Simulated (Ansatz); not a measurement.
Planning a run of Ansatz 0.2.0 on PbSe (Clausthalite). The input:

```yaml
crystal:
  lattice:
    - [0.0, 3.1079945782, 3.1079945782]
    - [3.1079945782, 0.0, 3.1079945782]
    - [3.1079945782, 3.1079945782, 0.0]
  atoms:
    - { symbol: Pb, position: [0.0, 0.0, 0.0] }
    - { symbol: Se, position: [0.5, 0.5, 0.5] }
kpoints:
  mp_grid: { grid: [4, 4, 4] }
hamiltonian:
  xc: pbe
  pseudopotentials: { kind: paw, azcp: { folder: soft_1 } }
scf:
  occupations: { method: fixed }
gw:
  n_empty_bands: 179
  ecut_chi: 120
  qp_bands: [v2, c2]
  qp_kpoints: band_edges
  screening: { model: contour_deformation }
```

```sh
ansatz run input.yaml --threads 3 --pin off --max-ram 92160MiB --backend cuda --events-out ev --progress --plain --runs-dir out --devices 1 --max-vram 13GiB
```

Estimate wall time and host memory on 1 × NVIDIA H100 80GB HBM3 (shared by 6 runs) with 3 threads of AMD EPYC 7R13 (Zen 3), shared host.

It took 15 s; on shared hardware allow 7.7 s to 31 s. Peak host memory was 1.1 GiB. The sizes that set the cost: 1211 plane waves a state, 8 irreducible k points, 194 bands summed, 169 plane waves in the screening and 7 SCF cycles.

The screening grows as filled bands × empty bands × pairs of k points, times the square of the screening basis for the matrix.

[Paths, hosts, dates, memory and timing lines, banners, echoed tables and standing remarks are left out of the program output.]

[Logs are printed without paths, hosts, clocks, repeated set-up lines and the standing remarks that a program may print on its own settings, such as how far it seeks lower states.]

[Runs of the session that timed out or met a known fault of the program may be left out.]

[Cells called generated may have been cut or substituted from an entry of the Crystallography Open Database or the Materials Project.]

[Hosts, paths, dates, database ids (printed as entryN), source tags and the programs' standing remarks are cut or masked in the printed files.]
